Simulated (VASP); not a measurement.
# GaAs(110): relaxation, ionisation energy and affinity

Where do the bulk band edges lie against the vacuum outside GaAs(110)? The crystal is strained by -1 % in the plane, against this functional's own lattice.

Main program and level: VASP 6.6.1; PBE; plane waves and PAW (Ga, As), in the first sound run; inputs show where later runs differ.

**Measured values to reproduce.**

For GaAs, zincblende (commercial semi-insulating (001) wafer, relaxed), “Investigation of Radiation Effect on Structural and Optical Properties of GaAs under High-Energy Electron Irradiation” (2022, pmc:9457441) gives, by high-resolution XRD, reciprocal space mapping: lattice constant a (cubic a from (004) reciprocal space maps; peak position was aligned …) 5.653 Å [Peak position aligned to 66.049 deg for all samples, so the value is effectively fixed by …].

For GaAs, zincblende (semi-insulating GaAs(001) reference substrate with native oxide, 300 K), “Evidence of valence band perturbations in GaAsN/GaAs(001): A combined variable-angle spectroscopic ellipsometry and modulated photoreflectance investigation” (2008, arxiv:0805.2212) gives, by variable-angle spectroscopic ellipsometry, parametric critical-point fit: band gap (direct gap E0 at Gamma from ellipsometry) 1.412 ± 0.01 eV.

Most raw output is cut from this account.

### Step 1. Starting point

The structure is cubic, space group F-43m (No. 216). Conventional cell: a = 5.650 Å, b = 5.650 Å, c = 5.650 Å, α = 90.00°, β = 90.00°, γ = 90.00°. Nearest to Ga lie 4 As at 2.45 Å. Nearest to As lie 4 Ga at 2.45 Å. Farther neighbours are not listed.

### Step 2. Relaxing the bulk crystal

The later steps need the crystal at this functional's own lattice; a raised cutoff keeps the stress reliable while the cell changes.

INCAR

```
SYSTEM = GaAs
PREC = Accurate
ENCUT = 350
EDIFF = 1E-06
NELM = 120
ISMEAR = 0
SIGMA = 0.03
LREAL = .FALSE.
ALGO = Normal
GGA = PE
NBANDS = 10
LORBIT = 11
LWAVE = .FALSE.
LCHARG = .FALSE.
KPAR = 4
IBRION = 2
NSW = 40
ISIF = 3
EDIFFG = -0.02
POTIM = 0.4
```

POSCAR

```
GaAs
1.0
    0.0000000000      2.8250000000      2.8250000000
    2.8250000000      0.0000000000      2.8250000000
    2.8250000000      2.8250000000      0.0000000000
Ga As
1 1
Direct
    0.0000000000      0.0000000000      0.0000000000
    0.2500000000      0.2500000000      0.2500000000
```

KPOINTS

```
Automatic mesh
0
Gamma
6 6 6
0 0 0
```

The projector-augmented-wave data sets are Ga and As (PBE family, release 64).

Launch:

```sh
$ mpirun -np 4 vasp_std
```

Wall time 5.2 s (4 MPI ranks of AMD EPYC 7R43, shared host); peak memory 0.43 GiB.

The data set Ga keeps the semicore shell frozen, which is cheaper and a little less accurate. The run keeps the 24 symmetry operations of its start, so it cannot find a distortion of lower symmetry.

Relaxation path:

| step | energy less that of the first step (eV) | largest force (eV/Å) | pressure (GPa) | volume (Å³) |
| --- | --- | --- | --- | --- |
| 1 | 0.0000 | 0.0000 | 4.20 | 45.09 |
| 2 | -0.0327 | 0.0000 | -0.56 | 48.25 |
| 3 | -0.0335 | 0.0000 | 0.01 | 47.79 |

| conventional cell, symmetrised | before | after | change |
| --- | --- | --- | --- |
| a (Å) | 5.650 | 5.761 | +2.0 % |
| b (Å) | 5.650 | 5.761 | +2.0 % |
| c (Å) | 5.650 | 5.761 | +2.0 % |
| volume (Å³/atom) | 22.55 | 23.90 | +6.0 % |

The relaxed structure:

```
Ga As
1.0
     0.00000    2.88037    2.88037
     2.88037    0.00000    2.88037
     2.88037    2.88037    0.00000
Ga As
1 1
Direct
  0.00000 0.00000 0.00000
  0.25000 0.25000 0.25000
```

This step gave:

* electronic cycles: 26
* electrons: 8
* free energy (TOTEN): -8.262 eV
* Fermi energy: 2.386 eV

The run ended after 3 ionic steps, 0.034 eV below its first step, once forces and stress met EDIFFG = -0.02.

### Step 3. Relax the host again, on a new basis

The volume changed by more than 5 %, so the plane waves of the start no longer fit; a second relaxation removes that error.

INCAR, as its differences from that of step 2:

```diff
@@ -16,3 +16,3 @@
 IBRION = 2
-NSW = 40
+NSW = 30
 ISIF = 3
```

POSCAR

```
GaAs
1.0
    0.0000000000      2.8803663672      2.8803663672
    2.8803663672      0.0000000000      2.8803663672
    2.8803663672      2.8803663672      0.0000000000
Ga As
1 1
Direct
    0.0000000000      0.0000000000      0.0000000000
    0.2500000000      0.2500000000      0.2500000000
```

KPOINTS is that of step 2.

Launch:

```sh
$ mpirun -np 4 vasp_std
```

Elapsed: 5 s, on 4 MPI ranks; peak memory 0.45 GiB.

Little changed from the start: no atom moved by 0.005 Å and no cell edge by 0.1 %.

Numbers from this step:

```yaml
electronic_cycles: 12
```

The start already met the threshold, so nothing moved.

### Step 4. Band edges of the bulk

A static run of the unstrained bulk, for comparison; the line-up uses the strained bulk below.

INCAR

```
SYSTEM = GaAs
PREC = Normal
ENCUT = 320
EDIFF = 1E-06
NELM = 120
ISMEAR = 0
SIGMA = 0.03
LREAL = .FALSE.
ALGO = Normal
GGA = PE
NBANDS = 10
LORBIT = 11
LWAVE = .FALSE.
LCHARG = .FALSE.
KPAR = 4
```

POSCAR is that of step 3.

KPOINTS

```
Automatic mesh
0
Gamma
13 13 13
0 0 0
```

Launch:

```sh
$ mpirun -np 4 vasp_std
```

Elapsed: 6.2 s, on 4 MPI ranks; peak memory 0.39 GiB.

The gap is read on the k-mesh alone, so it is an upper bound where the band edges lie off the mesh.

Numbers from this step:

```
free energy (TOTEN)            : -8.287 eV
Fermi energy                   : 2.378 eV
metallic                       : no
gap on the k-mesh              : 0.1580 eV
least direct gap on the k-mesh : 0.1580 eV
```

### Step 5. Relax the strained bulk along the normal

This step: PBE; plane waves and PAW (Ga, As); invented cell (VASP 6.6.1).

System of this step: GaAs. The structure is orthorhombic, space group Imm2 (No. 44). The conventional cell has a = 4.033 Å, b = 4.073 Å, c = 5.703 Å, α = 90.00°, β = 90.00°, γ = 90.00°. Nearest to Ga lie 4 As at 2.47 to 2.49 Å. Nearest to As lie 4 Ga at 2.47 to 2.49 Å. Farther neighbours are not listed.

With the plane strained, the crystal finds a new spacing along the normal.

INCAR

```
SYSTEM = GaAs
PREC = Accurate
ENCUT = 420
EDIFF = 1E-06
NELM = 120
ISMEAR = 0
SIGMA = 0.03
LREAL = .FALSE.
ALGO = Normal
GGA = PE
NBANDS = 14
LORBIT = 11
LWAVE = .FALSE.
LCHARG = .FALSE.
KPAR = 4
IBRION = 2
NSW = 30
ISIF = 3
EDIFFG = -0.01
POTIM = 0.4
LATTICE_CONSTRAINTS = .FALSE. .FALSE. .TRUE.
```

POSCAR

```
GaAs
1.0
    4.0327186493      0.0000000000      0.0000000000
    0.0000000000      5.7031254071      0.0000000000
    0.0000000000      0.0000000000      4.0734531811
Ga As
2 2
Direct
    0.0000000000      0.0000000000      0.0000000000
    0.5000000000      0.5000000000      0.5000000000
    0.0000000000      0.7500000000      0.5000000000
    0.5000000000      0.2500000000      0.0000000000
```

KPOINTS

```
Automatic mesh
0
Gamma
7 5 7
0 0 0
```

Launch:

```sh
$ mpirun -np 4 vasp_std
```

The job ended after 45 s (4 MPI ranks; peak memory 0.71 GiB).

The run keeps the 4 symmetry operations of its start, so it cannot find a distortion of lower symmetry.

The steps of the relaxation:

| step | energy less that of the first step (eV) | largest force (eV/Å) | pressure (GPa) | volume (Å³) |
| --- | --- | --- | --- | --- |
| 1 | 0.0000 | 0.0729 | 1.36 | 93.69 |
| 2 | -0.0014 | 0.0444 | 1.13 | 93.99 |
| 3 | -0.0019 | 0.0097 | 0.87 | 94.37 |
| 4 | -0.0019 | 0.0159 | 0.91 | 94.30 |
| 5 | -0.0019 | 0.0029 | 0.94 | 94.25 |

| cell as run | before | after | change |
| --- | --- | --- | --- |
| a (Å) | 4.033 | 4.033 | +0.0 % |
| b (Å) | 5.703 | 5.703 | +0.0 % |
| c (Å) | 4.073 | 4.098 | +0.6 % |
| volume (Å³/atom) | 23.42 | 23.56 | +0.6 % |

Final coordinates:

```cif
data_structure
_symmetry_space_group_name_H-M 'P 1'
_symmetry_Int_Tables_number 1
_cell_length_a 4.0327
_cell_length_b 5.7031
_cell_length_c 4.0982
_cell_angle_alpha 90.000
_cell_angle_beta 90.000
_cell_angle_gamma 90.000
_cell_volume 94.25
loop_
_atom_site_label
_atom_site_type_symbol
_atom_site_fract_x
_atom_site_fract_y
_atom_site_fract_z
_atom_site_occupancy
Ga1 Ga 0.00000 0.99886 0.00000 1
Ga2 Ga 0.50000 0.49886 0.50000 1
As3 As 0.00000 0.75114 0.50000 1
As4 As 0.50000 0.25114 0.00000 1
```

Numbers from this step:

```
electronic cycles   : 32
electrons           : 16
free energy (TOTEN) : -16.56 eV
Fermi energy        : 2.560 eV
gap on the k-mesh   : 0.2153 eV
```

The run ended after 5 ionic steps, 0.002 eV below its first step, once forces and stress met EDIFFG = -0.01.

No direct gap is given, since this cell folds other wave vectors onto the zone centre.

### Step 6. Band edges of the strained bulk

The strained bulk gives the band edges and core potentials for the line-up.

INCAR

```
SYSTEM = GaAs
PREC = Normal
ENCUT = 320
EDIFF = 1E-06
NELM = 120
ISMEAR = 0
SIGMA = 0.03
LREAL = .FALSE.
ALGO = Normal
GGA = PE
NBANDS = 14
LORBIT = 11
LWAVE = .FALSE.
LCHARG = .FALSE.
KPAR = 4
```

POSCAR

```
GaAs
1.0
    4.0327186493      0.0000000000      0.0000000000
    0.0000000000      5.7031254071      0.0000000000
    0.0000000000      0.0000000000      4.0981523944
Ga As
2 2
Direct
    0.0000000000      0.9988634799      0.0000000000
    0.5000000000      0.4988634799      0.5000000000
    0.0000000000      0.7511365201      0.5000000000
    0.5000000000      0.2511365201      0.0000000000
```

KPOINTS

```
Automatic mesh
0
Gamma
11 8 11
0 0 0
```

Launch:

```sh
$ mpirun -np 4 vasp_std
```

It took 17 s on 4 MPI ranks; peak memory 0.74 GiB; 63 s of CPU time.

Numbers from this step:

```
electronic cycles : 12
Fermi energy      : 2.559 eV
gap on the k-mesh : 0.2163 eV
```

No direct gap is given, since this cell folds other wave vectors onto the zone centre.

### Step 7. Relaxing the slab

This step: PBE; plane waves and PAW (Ga, As) (VASP 6.6.1).

System of this step: GaAs(110). The cell holds 18 atoms: 9 Ga and 9 As. Its edges and angles: a = 4.033 Å, b = 5.703 Å, c = 32.393 Å, α = 90.0°, β = 90.0°, γ = 90.0°. It derives from GaAs. 9 layers, strained by -1 % in the plane. Vacuum lies along c.

All atoms relax at the fixed cell.

INCAR

```
SYSTEM = GaAs
PREC = Normal
ENCUT = 320
EDIFF = 1E-05
NELM = 120
ISMEAR = 0
SIGMA = 0.03
LREAL = Auto
ALGO = Fast
GGA = PE
NBANDS = 54
LORBIT = 11
LWAVE = .FALSE.
LCHARG = .FALSE.
KPAR = 2
NCORE = 2
IBRION = 2
NSW = 60
ISIF = 2
EDIFFG = -0.03
POTIM = 0.4
MAXMIX = 40
IDIPOL = 3
LDIPOL = .TRUE.
DIPOL = 0.5 0.5 0.5
```

POSCAR

```
GaAs
1.0
    4.0327186493      0.0000000000      0.0000000000
    0.0000000000      5.7031254071      0.0000000000
    0.0000000000      0.0000000000     32.3926095776
Ga As
9 9
Direct
    0.0000000000      0.0000000000      0.2469699100
    0.5000000000      0.5000000000      0.3102274400
    0.0000000000      0.0000000000      0.3734849600
    0.5000000000      0.5000000000      0.4367424800
    0.0000000000      0.0000000000      0.5000000000
    0.5000000000      0.5000000000      0.5632575200
    0.0000000000      0.0000000000      0.6265150400
    0.5000000000      0.5000000000      0.6897725600
    0.0000000000      0.0000000000      0.7530300900
    0.0000000000      0.7500000000      0.3102274400
    0.5000000000      0.2500000000      0.2469699100
    0.0000000000      0.7500000000      0.4367424800
    0.5000000000      0.2500000000      0.3734849600
    0.0000000000      0.7500000000      0.5632575200
    0.5000000000      0.2500000000      0.5000000000
    0.0000000000      0.7500000000      0.6897725600
    0.5000000000      0.2500000000      0.6265150400
    0.5000000000      0.2500000000      0.7530300900
```

KPOINTS

```
Automatic mesh
0
Gamma
6 4 1
0 0 0
```

Launch:

```sh
$ mpirun -np 4 vasp_std
```

Wall time 7.3 min (4 MPI ranks); peak memory 0.86 GiB.

Step by step:

| step | energy less that of the first step (eV) | largest force (eV/Å) |
| --- | --- | --- |
| 1 | 0.0000 | 1.5482 |
| 2 | -0.3385 | 1.3134 |
| 3 | -0.8157 | 1.0134 |
| 4 | -1.1146 | 0.6699 |
| 5 | -1.2716 | 0.6242 |
| 6 | -1.3376 | 0.2308 |
| 7 | -1.3377 | 0.2238 |
| 8 | -1.3575 | 0.1611 |
| 9 | -1.3649 | 0.1608 |
| 10 | -1.3772 | 0.1067 |
| 11 | -1.3780 | 0.1246 |
| 12 | -1.3826 | 0.0607 |
| 13 | -1.3826 | 0.0651 |
| 14 | -1.3845 | 0.0602 |
| 15 | -1.3846 | 0.0623 |
| 16 | -1.3861 | 0.0317 |
| 17 | -1.3868 | 0.0352 |
| 18 | -1.3866 | 0.0682 |
| 19 | -1.3870 | 0.0438 |
| 20 | -1.3882 | 0.0256 |

The atoms that moved most (Å):

| atom | dx | dy | dz | length |
| --- | --- | --- | --- | --- |
| Ga9 | 0.000 | 0.333 | -0.444 | 0.555 |
| Ga1 | 0.000 | 0.333 | 0.444 | 0.555 |
| As18 | 0.000 | 0.116 | 0.276 | 0.299 |
| As11 | 0.000 | 0.116 | -0.276 | 0.299 |
| Ga2 | 0.000 | -0.106 | -0.120 | 0.160 |
| Ga8 | 0.000 | -0.106 | 0.120 | 0.160 |
| As10 | 0.000 | -0.081 | 0.023 | 0.084 |
| As16 | 0.000 | -0.081 | -0.023 | 0.084 |

The relaxed structure:

```cif
data_structure
_symmetry_space_group_name_H-M 'P 1'
_symmetry_Int_Tables_number 1
_cell_length_a 4.0327
_cell_length_b 5.7031
_cell_length_c 32.3926
_cell_angle_alpha 90.000
_cell_angle_beta 90.000
_cell_angle_gamma 90.000
_cell_volume 745.00
loop_
_atom_site_label
_atom_site_type_symbol
_atom_site_fract_x
_atom_site_fract_y
_atom_site_fract_z
_atom_site_occupancy
Ga1 Ga 0.00000 0.05844 0.26067 1
Ga2 Ga 0.50000 0.48137 0.30653 1
Ga3 Ga 0.00000 0.98924 0.37421 1
Ga4 Ga 0.50000 0.48850 0.43600 1
Ga5 Ga 0.00000 0.99081 0.50000 1
Ga6 Ga 0.50000 0.48850 0.56400 1
Ga7 Ga 0.00000 0.98924 0.62579 1
Ga8 Ga 0.50000 0.48137 0.69347 1
Ga9 Ga 0.00000 0.05844 0.73933 1
As10 As 0.00000 0.73585 0.31095 1
As11 As 0.50000 0.27035 0.23846 1
As12 As 0.00000 0.74091 0.43705 1
As13 As 0.50000 0.24337 0.37213 1
As14 As 0.00000 0.74091 0.56295 1
As15 As 0.50000 0.24315 0.50000 1
As16 As 0.00000 0.73585 0.68905 1
As17 As 0.50000 0.24337 0.62787 1
As18 As 0.50000 0.27035 0.76154 1
```

This step gave:

| Property | Result |
| --- | --- |
| electronic cycles | 141 |
| electrons | 72 |
| free energy (TOTEN) | -72.8634 eV |
| Fermi energy | -0.5201 eV |
| dipole moment | 0, 0, 0 e·Å |
| gap on the k-mesh | 0.6829 eV |
| least direct gap on the k-mesh | 0.6829 eV |

The run ended after 20 ionic steps, 1.388 eV below its first step, once the forces on the free atoms met EDIFFG = -0.03.

(Continued in part 2 of 2.)

[Lines on the potential files, build, host, timing and source positions are cut from VASP's logs without a mark.]

[Logs are printed without paths, hosts, clocks, repeated set-up lines and the standing remarks that a program may print on its own settings, such as how far it seeks lower states.]

[Hosts, paths, dates, database ids (printed as entryN), source tags and the programs' standing remarks are cut or masked in the printed files.]

[Runs that stopped without an error message from VASP are left out.]
